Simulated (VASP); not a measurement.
Input of a VASP 6.6.1 run:

File INCAR:

```
SYSTEM = BaTiO3
PREC     = Accurate       ! precision mode
ENCUT    = 600            ! plane-wave cutoff, eV
EDIFF    = 1E-6           ! SCF threshold, eV
ISMEAR   = 0              ! smearing method
SIGMA    = 0.03           ! smearing width, eV
LREAL    = .FALSE.        ! projectors in reciprocal space
LASPH    = .TRUE.         ! aspherical terms in the spheres
NELM     = 80             ! most SCF steps
ALGO     = Normal         ! electronic algorithm
ISIF     = 3              ! what is computed and relaxed
LWAVE    = .FALSE.        ! write WAVECAR
LCHARG   = .FALSE.        ! write CHGCAR
GGA      = PS             ! functional
IBRION   = 2              ! ionic algorithm
NSW      = 90             ! ionic steps
EDIFFG   = -0.01          ! ionic threshold
KPAR     = 2
```

File KPOINTS:

```
regular mesh
0
G
  8 8 8
  0 0 0
```

File POSCAR:

```
BaTiO3
1.0
    4.0060000000      0.0000000000      0.0000000000
    0.0000000000      4.0060000000      0.0000000000
    0.0000000000      0.0000000000      4.0060000000
Ba Ti O
1 1 3
Direct
    0.5000000000      0.5000000000      0.5000000000
    0.0000000000      0.0000000000      0.0000000000
    0.5000000000      0.0000000000      0.0000000000
    0.0000000000      0.5000000000      0.0000000000
    0.0000000000      0.0000000000      0.5000000000
```

Potentials or basis: VASP PAW PBE potentials, release 64 (Ba_sv, Ti_sv, O).

The run is started by

```sh
$ cat potpaw_PBE.64/Ba_sv/POTCAR potpaw_PBE.64/Ti_sv/POTCAR potpaw_PBE.64/O/POTCAR > POTCAR
$ mpirun -np 2 vasp_std > vasp.out
```

Estimate the band gap on the k mesh.

1.73 eV, indirect (least direct gap 1.86 eV).

What does it give for the relaxed cell?

a = 3.983 Å, b = 3.983 Å, c = 3.983 Å, α = 90.00°, β = 90.00°, γ = 90.00°.

What does it give for the space group after relaxing (to 0.05 Å)?

Pm-3m (No. 221).

Estimate the relaxed volume.

12.64 Å³/atom.

Final structure:
```yaml
crystal:
  lattice:
    - [3.98308, 0.00000, 0.00000]
    - [0.00000, 3.98308, 0.00000]
    - [0.00000, 0.00000, 3.98308]
  atoms:
    - { symbol: Ba, position: [0.50000, 0.50000, 0.50000] }
    - { symbol: Ti, position: [0.00000, 0.00000, 0.00000] }
    - { symbol: O, position: [0.50000, 0.00000, 0.00000] }
    - { symbol: O, position: [0.00000, 0.50000, 0.00000] }
    - { symbol: O, position: [0.00000, 0.00000, 0.50000] }
```

Caveat: the PAW data sets were made with another functional, which shifts forces and pressure a little; spin-orbit coupling is left out, which moves the levels of the heavy elements. A k mesh can miss the band edges.
